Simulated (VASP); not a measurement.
# CoSi (P1) in VASP: settings compared

One crystal, CoSi, is run at these levels: PBE, PBEsol; tasks: atomic charges, electron localisation function.

All numbers are computed with VASP 6.6.1; they aren't measurements. Logs are shortened: lines on timing, memory, paths and dates and some standing lists are left out, and cuts for length are marked.

### 1 The cell of the first run

The typed cell holds 2 atoms: a = 2.873 Å, b = 2.743 Å, c = 2.832 Å, α = 90.99°, β = 89.60°, γ = 91.61°.

The cell comes from a database or a generator and needn't be the stable form of this composition.

### 2 Atomic charges, PBE, collinear spin, ferromagnetic start

INCAR

```
SYSTEM = CoSi
  ALGO = Fast
  EDIFF = 1E-6
  ENCUT = 520
  GGA = PE
  ISIF = 2
  ISMEAR = 0
  ISPIN = 2
  LASPH = .TRUE.
  LCHARG = .FALSE.
  LMAXMIX = 4
  LORBIT = 10
  LREAL = .FALSE.
  LWAVE = .FALSE.
  MAGMOM = 2 0
  NELM = 150
  PREC = Accurate
  SIGMA = 0.02
```

KPOINTS

```
k-points
0
G
  9 10 9
  0 0 0
```

POSCAR

```
CoSi
1.0
    2.8722606400     -0.0393196700      0.0097061400
   -0.0393196700      2.7429921600     -0.0240786400
    0.0097061400     -0.0240786400      2.8315353700
Co Si
1 1
Direct
    0.9210680600      0.9948622900      0.9022598400
    0.5789319400      0.5051377100      0.5977401600
```

Potentials or basis: VASP PAW PBE potentials, release 64 (Co, Si).

The run is started by

```bash
$ cat potpaw_PBE.64/Co/POTCAR potpaw_PBE.64/Si/POTCAR > POTCAR
$ mpirun -np 1 vasp_std > vasp.out
```

OUTCAR:

```text
SYSTEM = CoSi
   EDIFF = 1E-6
   ENCUT = 520
   GGA = PE
   ISIF = 2
   ISMEAR = 0
   ISPIN = 2
   LASPH = .TRUE.
   LORBIT = 10
   LREAL = .FALSE.
   NELM = 150
   PREC = Accurate

 ion  position               nearest neighbor table
   1  0.921  0.995  0.902-   2 1.85   2 1.95   2 2.48   2 2.49   2 2.58   2 2.60   2 3.04   2 3.09

   2  0.579  0.505  0.598-   1 1.85   1 1.95   1 2.48   1 2.49   1 2.58   1 2.60   1 3.04   1 3.09

  LATTYP: Found a triclinic cell.
 ALAT       =     6.2966755622
 B/A-ratio  =     1.0144112796
 C/A-ratio  =     1.3162735163
 COS(alpha) =     0.0003883382
 COS(beta)  =     0.5826308146
 COS(gamma) =     0.8102046843

  Lattice vectors:

 A1 = (  -5.7052016100,  -2.6643528200,   0.0046663600)
 A2 = (  -5.7348151400,   0.0545607000,   2.8121230900)
 A3 = (  -2.8130335800,  -5.3985073700,  -5.6246196000)

Analysis of symmetry for initial positions (statically):
=====================================================================
 Subroutine PRICEL returns:
 Original cell was already a primitive cell.

 Routine SETGRP: Setting up the symmetry group for a
 triclinic supercell.

 Subroutine GETGRP returns: Found  1 space group operations
 (whereof  1 operations were pure point group operations)
 out of a pool of  2 trial point group operations.

The static configuration has the point symmetry C_1 .

Analysis of symmetry for dynamics (positions and initial velocities):
=====================================================================
 Subroutine PRICEL returns:
 Original cell was already a primitive cell.

 Routine SETGRP: Setting up the symmetry group for a
 triclinic supercell.

 Subroutine GETGRP returns: Found  1 space group operations
 (whereof  1 operations were pure point group operations)
 out of a pool of  2 trial point group operations.

The dynamic configuration has the point symmetry C_1 .

Analysis of structural, dynamic, and magnetic symmetry:
=====================================================================
 Subroutine PRICEL returns:
 Original cell was already a primitive cell.

 Routine SETGRP: Setting up the symmetry group for a
 triclinic supercell.

 Subroutine GETGRP returns: Found  1 space group operations
 (whereof  1 operations were pure point group operations)
 out of a pool of  2 trial point group operations.

The overall configuration has the point symmetry C_1 .

 Subroutine INISYM returns: Found  1 space group operations
 (whereof  1 operations are pure point group operations),
 and found     1 'primitive' translations

----------------------------------------------------------------------------------------

                                     Primitive cell

  volume of cell :      22.3022

  direct lattice vectors                    reciprocal lattice vectors
     2.872260640 -0.039319670  0.009706140     0.348229905  0.004981627 -0.001151325
    -0.039319670  2.742992160 -0.024078640     0.004981627  0.364663869  0.003083930
     0.009706140 -0.024078640  2.831535370    -0.001151325  0.003083930  0.353195458

  length of vectors
     2.872546158  2.743379632  2.831654382     0.348267439  0.364710933  0.353210798

  position of ions in fractional coordinates (direct lattice)
     0.921068060  0.994862290  0.902259840
     0.578931940  0.505137710  0.597740160

  ion indices of the primitive-cell ions
   primitive index   ion index
                 1           1
                 2           2

----------------------------------------------------------------------------------------

 KPOINTS: k-points

Automatic generation of k-mesh.
 Grid dimensions read from file:
 generate k-points for:    9   10    9

 Generating k-lattice:

  Cartesian coordinates                     Fractional coordinates (reciprocal lattice)
     0.038692212  0.000553514 -0.000127925     0.111111111  0.000000000 -0.000000000
     0.000498163  0.036466387  0.000308393    -0.000000000  0.100000000  0.000000000
    -0.000127925  0.000342659  0.039243940     0.000000000  0.000000000  0.111111111

  Length of vectors
     0.038696382  0.036471093  0.039245644

  Shift w.r.t. Gamma in fractional coordinates (k-lattice)
     0.000000000  0.000000000  0.000000000

 Subroutine IBZKPT returns following result:
[... 39 lines left out ...]
 SYSTEM =  CoSi
   PREC   = accura    normal or accurate (medium, high low for compatibility)
   ISTART =      0    job   : 0-new  1-cont  2-samecut
   ICHARG =      2    charge: 1-file 2-atom 10-const
   ISPIN  =      2    spin polarized calculation?
   LNONCOLLINEAR =      F non collinear calculations
   LSORBIT =      F    spin-orbit coupling
   LASPH  =      T    aspherical Exc in radial PAW
   ENCUT  =  520.0 eV  38.22 Ry    6.18 a.u.   5.34  5.10  5.27*2*pi/ulx,y,z
   NELM   =    150;   NELMIN=  2; NELMDL= -5     # of ELM steps
   EDIFF  = 0.1E-05   stopping-criterion for ELM
   LREAL  =      F    real-space projection
   EDIFFG = 0.1E-04   stopping-criterion for IOM
   NSW    =      0    number of steps for IOM
   IBRION =     -1    ionic relax: 0-MD 1-quasi-New 2-CG
   NFREE  =      0    steps in history (QN), initial steepest desc. (CG)
   ISIF   =      2    stress and relaxation
   ISYM   =      2    0-nonsym 1-usesym 2-fastsym
   POTIM  = 0.5000    time-step for ionic-motion
   TEBEG  =    0.0;   TEEND  =   0.0 temperature during run
   PSTRESS=    0.0 pullay stress
   NELECT =      13.0000    total number of electrons
   NUPDOWN=      -1.0000    fix difference up-down
   EMIN   =  10.00;   EMAX   =-10.00  energy-range for DOS
   EFERMI =   0.00;   METHOD = LEGACY
   ISMEAR =     0;   SIGMA  =   0.02  broadening in eV -4-tet -1-fermi 0-gaus
   EFERMI_NEDOS =   21; number of points for ismear=-14 and -15
   IALGO  =     68    algorithm
   IMIX   =      4    mixing-type and parameters
     AMIX     =   0.40;   BMIX     =  1.00
     AMIX_MAG =   1.60;   BMIX_MAG =  1.00
  volume/ion in A,a.u.               =      11.15        75.25
  Fermi-wavevector in a.u.,A,eV,Ry     =   1.367540  2.584275 25.445135  1.870165
  Thomas-Fermi vector in A             =   2.493583
   LORBIT       =     10    0 simple, 1 ext, 2 COOP (PROOUT), +10 PAW based schemes
   GGA     = PE    functional components
   LHFCALC =     F    Hartree Fock is set to
   AEXX    =    0.0000 exact exchange contribution
   IVDW    =     0    specifies the selected vdW correction
   LEPSILON=     F    determine dielectric tensor
   LRPA    =     F    only Hartree local field effects (RPA)
 spin polarized calculation
 RMM-DIIS sequential band-by-band and
 Gauss-broadening in eV      SIGMA  =   0.02
  energy-cutoff  :      520.00
  volume of cell :       22.30
 maximum number of plane-waves:       617
 NGX is ok and might be reduce to    24
   NGX = 11   NGY = 11   NGZ = 11

 number of electron      13.0000002 magnetization       0.0031064

 number of electron      13.0000002 magnetization      -0.0011326

 Free energy of the ion-electron system (eV)
  ---------------------------------------------------
  ext. energy  EPLUGINS =         0.00000000
  ---------------------------------------------------
  free energy    TOTEN  =       -11.17768909 eV

  energy without entropy =      -11.17738272  energy(sigma->0) =      -11.17753591

 E-fermi :  11.8685     XC(G=0): -12.5871

 val. band max:       11.8683535692   @ k =  -0.1111   0.3000   0.0000
 cond. band min:      11.8685455503   @ k =   0.3333   0.5000   0.4444
 fundamental gap:      0.0001919811
 Fermi energy:        11.8684866354

 spin component 1

 k-point     1 :       0.0000    0.0000    0.0000
  band No.  band energies     occupation
      1      -1.5870      1.00000
      2       7.5517      1.00000
      3       7.9045      1.00000
      4       9.6153      1.00000
      5      10.4597      1.00000
      6      10.7687      1.00000
      7      15.5954      0.00000
      8      16.5857      0.00000
      9      16.6242      0.00000
     10      18.9632      0.00000
     11      19.4373      0.00000
[... 310 lines left out ...]
  band No.  band energies     occupation
      1       0.1547      1.00000
      2       6.4840      1.00000
      3       8.4432      1.00000
      4       9.2177      1.00000
      5       9.7492      1.00000
      6      10.5435      1.00000
      7      11.6884      1.00000
      8      17.5993      0.00000
      9      18.3052      0.00000
     10      19.1689      0.00000
     11      20.9200      0.00000

 [... further k-points ...]

 spin component 2

 k-point     1 :       0.0000    0.0000    0.0000
  band No.  band energies     occupation
      1      -1.5870      1.00000
      2       7.5508      1.00000
      3       7.9032      1.00000
      4       9.6145      1.00000
      5      10.4586      1.00000
      6      10.7676      1.00000
      7      15.5953      0.00000
      8      16.5856      0.00000
      9      16.6240      0.00000
     10      18.9626      0.00000
     11      19.4369      0.00000
[... 310 lines left out ...]
  band No.  band energies     occupation
      1       0.1547      1.00000
      2       6.4836      1.00000
      3       8.4418      1.00000
      4       9.2168      1.00000
      5       9.7484      1.00000
      6      10.5425      1.00000
      7      11.6875      1.00000
      8      17.5992      0.00000
      9      18.3048      0.00000
     10      19.1687      0.00000
     11      20.9199      0.00000

 [... further k-points ...]

------------------------ aborting loop because EDIFF is reached ----------------------------------------

  FORCE on cell =-STRESS in cart. coord.  units (eV):
  Direction    XX          YY          ZZ          XY          YZ          ZX
  --------------------------------------------------------------------------------------
  -------------------------------------------------------------------------------------
  Total        4.5700568     10.8550630      3.1557151      1.8136526      1.6301235      6.2005571
  in kB      328.3099984    779.8208761    226.7045841    130.2916621    117.1070437    445.4441143
  external PRESSURE =     444.9451529 kB  Pullay stress =       0.0000000 kB

 VOLUME and BASIS-vectors are now :
 -----------------------------------------------------------------------------
  energy-cutoff  :      520.00
  volume of cell :       22.30
      direct lattice vectors                 reciprocal lattice vectors
     2.872260640 -0.039319670  0.009706140     0.348229905  0.004981627 -0.001151325
    -0.039319670  2.742992160 -0.024078640     0.004981627  0.364663869  0.003083930
     0.009706140 -0.024078640  2.831535370    -0.001151325  0.003083930  0.353195458

 POSITION                                       TOTAL-FORCE (eV/Angst)
 -----------------------------------------------------------------------------------
      2.61519      2.67096      2.53977         6.066964      2.034368      5.725543
      1.64878      1.34843      1.68598        -6.066964     -2.034368     -5.725543
 -----------------------------------------------------------------------------------
    total drift:                               -0.000572      0.000306     -0.000188

  FREE ENERGIE OF THE ION-ELECTRON SYSTEM (eV)
  ---------------------------------------------------
  free  energy   TOTEN  =       -11.1776890897 eV

  energy  without entropy=      -11.1773827246  energy(sigma->0) =      -11.17753591

 total charge

# of ion       s       p       d       tot
------------------------------------------
    1        0.524   0.641   7.816   8.980
    2        0.790   0.951   0.000   1.741
--------------------------------------------------
tot          1.313   1.592   7.816  10.721

 magnetization (x)

# of ion       s       p       d       tot
------------------------------------------
    1       -0.000  -0.000  -0.001  -0.001
    2        0.000  -0.000   0.000  -0.000
--------------------------------------------------
tot         -0.000  -0.000  -0.001  -0.001
```

Wall time 1.7 min (1 thread of Intel Xeon Platinum 8488C (Sapphire Rapids), shared host); peak memory 0.28 GiB.

Results:

```
Free energy                                           : -11.1777 eV
Pressure                                              : 44.5 GPa
Largest force                                         : 8.587 eV/Å
Band gap on the k mesh                                : none (metal or under the smearing width)
Net moment                                            : 0.00 μB per cell
Valence electrons inside the program's atomic spheres : Co 8.98; Si 1.74
```

Forces on the atoms (eV/Å):
```
Co   6.067  2.034  5.726
Si  -6.067 -2.034 -5.726
```

Caveat: the starting moments collapsed, and a magnetic state may lie lower; so large a pressure means that the cell lies far from this level's equilibrium, or that cutoff or potentials fall short; forces of over 1 eV/Å show positions far from the minimum, so gaps and moduli don't describe the material at rest.

[end of part 1 of 2]
